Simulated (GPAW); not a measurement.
Pt:

```xyz
1
Lattice="0.0000 1.9609 1.9609 1.9609 0.0000 1.9609 1.9609 1.9609 0.0000" Properties=species:S:1:pos:R:3 pbc="T T T"
Pt    0.0000    0.0000    0.0000
```

```yaml
Program: GPAW 26.7.0
Task: relaxation of cell and atoms
Functional: revPBE
Potentials_or_basis: the program's PAW data sets (release 1.2.1) made for this functional
Cutoff: 600 eV
Basis: pw
k_mesh: 12 × 12 × 12
Occupations: fermi-dirac, width 0.05 eV
Spin: no spin polarisation
```

At the start: pressure 13.2 GPa; volume 15.08 Å³/atom.

Task: How do energy, volume and symmetry change on relaxing?

Result: Over 3 steps the energy falls by 29.6 meV/atom and the volume is 15.85 Å³/atom (+5.1 %); space group Fm-3m (No. 225, to 0.05 Å).

Step by step:
```csv
step,energy change (eV),largest force (eV/Å),pressure (GPa),volume (Å³)
1,0.0000,0.0000,13.20,15.08
2,-0.0295,0.0000,-0.85,15.90
3,-0.0296,0.0000,-0.07,15.85
```

Final structure:
```
Pt
1.0
     0.00000    1.99376    1.99376
     1.99376    0.00000    1.99376
     1.99376    1.99376    0.00000
Pt
1
Direct
  0.00000 0.00000 0.00000
```

Caveat: later steps reuse the first step's grids.
